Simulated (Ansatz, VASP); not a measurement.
**AlNi in VASP and in Ansatz**

File INCAR:

```
PREC = Accurate ; ENCUT = 600
EDIFF = 1E-7 ; ISMEAR = -1
SIGMA = 0.1 ; LREAL = F
LASPH = T ; NELM = 80
ALGO = Normal ; ISIF = 3
LWAVE = F ; LCHARG = F
GGA = PS ; IBRION = 2
NSW = 100 ; EDIFFG = -0.002
```

File KPOINTS:

```
Automatic mesh
0
Gamma
  14 14 14
```

Contents of POSCAR:

```
AlNi
1.0
    2.8810000000      0.0000000000      0.0000000000
    0.0000000000      2.8810000000      0.0000000000
    0.0000000000      0.0000000000      2.8810000000
Al Ni
1 1
Direct
    0.0000000000      0.0000000000      0.0000000000
    0.5000000000      0.5000000000      0.5000000000
```

Input for Ansatz:

```yaml
crystal:
  lattice:
    - [2.881, 0.0, 0.0]
    - [0.0, 2.881, 0.0]
    - [0.0, 0.0, 2.881]
  atoms:
    - { symbol: Al, position: [0.0, 0.0, 0.0] }
    - { symbol: Ni, position: [0.5, 0.5, 0.5] }
kpoints:
  mp_grid: { grid: [14, 14, 14] }
scf:
  occupations: { method: fermi_dirac, width: 0.1 }
hamiltonian:
  xc: pbesol
  pseudopotentials: { kind: paw }
relax:
  f_tol: 0.002
  max_steps: 80
  cell: {}
output:
  forces: true
  stress: true
```

Alike in both runs: task relaxation of cell and atoms; functional PBEsol; k mesh 14 × 14 × 14; occupations fermi-dirac, width 0.1 eV; no spin polarisation.

|  | VASP | Ansatz |
| --- | --- | --- |
| version | VASP 6.6.1 | Ansatz 0.2.0 |
| potentials or method | VASP PAW PBE potentials, release 64 (Al, Ni) | PAW with Ansatz's default frozen-core files, scalar-relativistic |
| plane-wave cutoff (eV) | 600 | 420 |
| valence electrons in the cell | 13 | 21 |

```tsv
	VASP	Ansatz	Ansatz less VASP
relaxed volume (Å³/atom)	11.74	11.73	-0.009
relaxed cell length with the largest relative difference (Å)	2.863	2.863	-0.0007
energy change over the relaxation (meV/atom)	-2	-2	-0.1
```

The two sets of potentials don't hold the same shells in valence.

Caveats: the PAW data sets were made with another functional, which shifts forces and pressure a little (VASP). Spin polarisation is off, so any magnetic state and its effect on volume and gap are missing.
